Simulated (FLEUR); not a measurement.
**NaI under changes of volume**

One of the cells (33.899 Å³/atom); the others are scaled copies at fixed shape and fractional positions:

```
I Na
1.0
     0.00000    3.23640    3.23640
     3.23640    0.00000    3.23640
     3.23640    3.23640    0.00000
I Na
1 1
Direct
  0.50000 0.50000 0.50000
  0.00000 0.00000 0.00000
```

* Program: FLEUR MaX-R8.1 (later development tree)
* Functional: LDA
* Potentials or basis: all-electron
* Basis: FLAPW
* Kmax: 4.1 1/bohr
* k mesh: 7 × 7 × 7
* Occupations: fermi-dirac, width 0.05 eV
* Spin: no spin polarisation

```csv
volume (Å³/atom),energy over the lowest point (meV/atom),gap on the mesh (eV)
31.865,0.00,3.50
32.543,?,?
33.899,15.46,3.33
35.255,31.30,3.24
35.933,40.48,3.19
```

What does the run at 32.543 Å³/atom give?

Energy over the lowest point 3.85 meV/atom; gap on the mesh 3.44 eV.

Worked out: A Birch-Murnaghan fit of order 2 (a polynomial in V^(-2/3)) to the other rows has no minimum within the range. It gives 3.89 meV/atom at 32.543 Å³/atom, against the run's 3.85. A straight line through the other rows of the gap, of slope -2.57 eV per unit of ln V (its deformation potential), gives 3.44 eV, against the run's 3.44.

Energies are extrapolated to zero smearing.

Caveats: spin-orbit coupling is left out, which moves the levels of the heavy elements.
